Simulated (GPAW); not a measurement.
A run of GPAW 26.7.0 is set up as follows.

The input run.py:

```python
from ase import Atoms
from ase.dft.bandgap import bandgap
from ase.io import write
from ase.units import GPa
from gpaw import GPAW, PW, setup_paths

setup_paths.insert(0, '.')

atoms = Atoms(['Al'],
              cell=[[-1.57590039, 1.65692361, 1.65798385],
                    [1.47947634, -1.59764145, 1.50227763],
                    [1.61445482, 1.63619588, -1.59870168]],
              scaled_positions=[[0.0, 0.0, 0.0]],
              pbc=True)

calc = GPAW(mode=PW(450),
            xc='LDA',
            kpts={'size': (9, 10, 9), 'gamma': True},
            occupations={'name': 'fermi-dirac', 'width': 0.05},
            setups={'Al': 'jth'},
            nbands=-6,
            maxiter=120,
            txt='gpaw.txt')
atoms.calc = calc
energy = atoms.get_potential_energy()
forces = atoms.get_forces()
stress = atoms.get_stress()
calc.write('gs.gpw')
write('result.traj', atoms)
print(f'Energy: {energy:.6f} eV')
print('Forces (eV/A):')
print(forces.round(4))
print('Stress (GPa):', (stress / GPa).round(3))
print('Fermi level:', round(calc.get_fermi_level(), 4), 'eV')
print(f'Gap: {bandgap(calc)[0]:.4f} eV, direct: {bandgap(calc, direct=True)[0]:.4f} eV')
```

Potentials or basis: JTH PAW 2.0, LDA, pw.

Launch:

```bash
$ OMP_NUM_THREADS=1 python run.py
```

**Question.** Predict the pressure.

**Answer.** 0.5 GPa.

**Question.** Estimate the band gap on the k mesh.

**Answer.** None (metal or under the smearing width).

Stress tensor (GPa, compression positive):
```
 0.07 -0.30  2.81
-0.30  1.89 -1.28
 2.81 -1.28 -0.50
```

Caveat: the cutoff is short for stress and forces, so pressures can be off by a GPa or more; the program truncates these outside data sets.
